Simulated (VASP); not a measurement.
Crystal: SrCl2.

```
CELL_PARAMETERS angstrom
0.00000 3.48835 3.48835
3.48835 0.00000 3.48835
3.48835 3.48835 0.00000
ATOMIC_POSITIONS crystal
Sr 0.00000 0.00000 0.00000
Cl 0.75000 0.75000 0.75000
Cl 0.25000 0.25000 0.25000
```

```yaml
Program: VASP 6.6.1
Task: single point
Functional: PBEsol
Potentials_or_basis: VASP PAW PBE potentials, release 64 (Sr_sv, Cl)
Cutoff: 520 eV
k_mesh: 7 × 7 × 7
Occupations: fermi-dirac, width 0.05 eV
Spin: no spin polarisation
```

On this cell: pressure -0.9 GPa; largest force zero by symmetry; band gap on the k mesh 5.17 eV, indirect (least direct gap 5.48 eV).

The same run follows on a disturbed copy (atoms moved at random, drawn with an rms of 0.05 Å):

```
CELL_PARAMETERS angstrom
0.00000 3.48835 3.48835
3.48835 0.00000 3.48835
3.48835 3.48835 0.00000
ATOMIC_POSITIONS crystal
Sr 0.99028 0.99978 0.99929
Cl 0.74941 0.75593 0.74881
Cl 0.26038 0.25031 0.24447
```

Problem. What changes?

Solution. The energy moves by +3.2 meV/atom; pressure -0.9 GPa; largest force 0.202 eV/Å; band gap on the k mesh 5.16 eV, indirect (least direct gap 5.47 eV).

Forces in eV/Å, atoms in the order of the input:
```
Sr  -0.005  0.116  0.164
Cl  -0.079 -0.013 -0.045
Cl   0.084 -0.104 -0.119
```

Stress tensor (GPa, compression positive):
```
-0.84 -0.08 -0.09
-0.08 -0.86  0.21
-0.09  0.21 -0.87
```

Caveats: the PAW data sets were made with another functional, which shifts forces and pressure a little; an odd mesh through Γ misses points on the zone boundary, where band edges often lie.
